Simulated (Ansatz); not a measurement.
# Co: frozen-core PAW against all-electron methods

```
CELL_PARAMETERS angstrom
0.00000 1.79570 1.79570
1.79570 0.00000 1.79570
1.79570 1.79570 0.00000
ATOMIC_POSITIONS crystal
Co 0.00000 0.00000 0.00000
```

The cell comes from COD entry 9012936, which wasn't checked; take it as a given geometry. It was measured hot, at 1300 K.

All numbers are computed: DFT, PBE, PAW with Ansatz's default frozen-core files, scalar-relativistic (Ansatz 0.2.0); DFT, PBE, all-electron LAPW, scalar-relativistic (Ansatz 0.2.0).

For PAW: a Γ-centred 16×16×16 k mesh, Fermi–Dirac smearing of 0.08 eV, cutoff 420 eV, spin-polarised from start moments Co 2 μB. LAPW targets a basis error of 1 meV/atom. The Ansatz runs share mesh, smearing and spin set-up. Plane-wave (PAW) pressures include the program's estimate of the Pulay term.

Stress and pressure are positive in compression.

Levels count from the Fermi level.

PAW results:

```csv
quantity,PAW
pressure (GPa),-10.51
moment of the cell (μB),1.705
highest filled spin-up level at W (eV),-0.667
lowest empty spin-up level at W (eV),7.397
highest filled spin-up level at U (eV),-0.930
lowest empty spin-up level at U (eV),5.462
highest filled spin-up level at Γ (eV),-1.762
lowest empty spin-up level at Γ (eV),22.240
```

**Question.** What does LAPW (all electrons) give for the same quantities?

**Answer.** 
| quantity | LAPW |
| --- | --- |
| pressure (GPa) | -10.54 |
| moment of the cell (μB) | 1.708 |
| highest filled spin-up level at W (eV) | -0.669 |
| lowest empty spin-up level at W (eV) | 7.406 |
| highest filled spin-up level at U (eV) | -0.932 |
| lowest empty spin-up level at U (eV) | 5.466 |
| highest filled spin-up level at Γ (eV) | -1.777 |
| lowest empty spin-up level at Γ (eV) | 22.213 |
